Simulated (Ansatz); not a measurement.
Structure types of Cr compared at 670 GPa

Structure types of Cr are relaxed in primitive cells with their symmetry kept at 670 GPa, first on PAW files, then by LAPW. The enthalpy is E + pV at zero temperature, without zero-point motion. Only the types listed were tried, and differences under about 5 meV/atom are mesh noise. Not among the end structures: fcc, which may lie lower.

All numbers are PBE results (scalar-relativistic) from Ansatz 0.2.0, with Fermi–Dirac smearing of 0.05 eV, spin-polarised from start moments Cr 2 μB. Methods: LAPW: all electrons, basis error target 0.5 meV/atom; PAW: frozen-core files, cutoff 420 eV.

k meshes: bcc 23×23×23, hcp 21×21×12, beta tin 22×22×22, diamond 17×17×17, sc 20×20×20.

Antiferromagnetic order, which Cr and Mn prefer near zero pressure, wasn't tried. The start moments died away, and the runs ended non-magnetic.

Problem. Order the types by LAPW enthalpy, lowest first.
A. diamond
B. hcp
C. beta tin
D. sc
E. bcc

Solution. E (0 meV/atom), B (451 meV/atom), C (1185 meV/atom), D (2160 meV/atom), A (7089 meV/atom).

```csv
start type,ends as,"a, b, c (Å)",V (Å³/atom),"H − H(lowest), LAPW (meV/atom)","same, PAW",moment (μB/atom)
bcc,"bcc, Im-3m","2.270, 2.270, 2.270",5.85,0.0,0.0,0.00
hcp,"hcp, P6_3/mmc","2.033, 2.033, 3.220",5.76,451.1,441.1,0.00
beta tin,"beta tin, I4_1/amd","3.542, 3.542, 1.867",5.86,1185.5,1164.6,0.00
diamond,"diamond, Fd-3m","3.737, 3.737, 3.737",6.52,7089.2,6941.1,0.00
sc,"sc, Pm-3m","1.814, 1.814, 1.814",5.97,2160.0,2144.8,0.00
```

Problem. Split the lead of bcc over hcp into energy and pV.

Solution. For hcp less bcc: ΔE = +825.2 meV/atom, and p·ΔV = 670 GPa × -0.0895 Å³ × 6.242 meV/(GPa·Å³) = -374.1 meV/atom, together 451.1 meV/atom. bcc wins by its internal energy, though it is the less dense.

Problem. Would hcp gain on bcc at higher pressure?

Solution. Yes: dH/dp = V, and its volume is smaller by 0.09 Å³/atom. Held constant, that would close the gap after about 810 GPa more, a rough figure, since the volume difference changes with pressure.
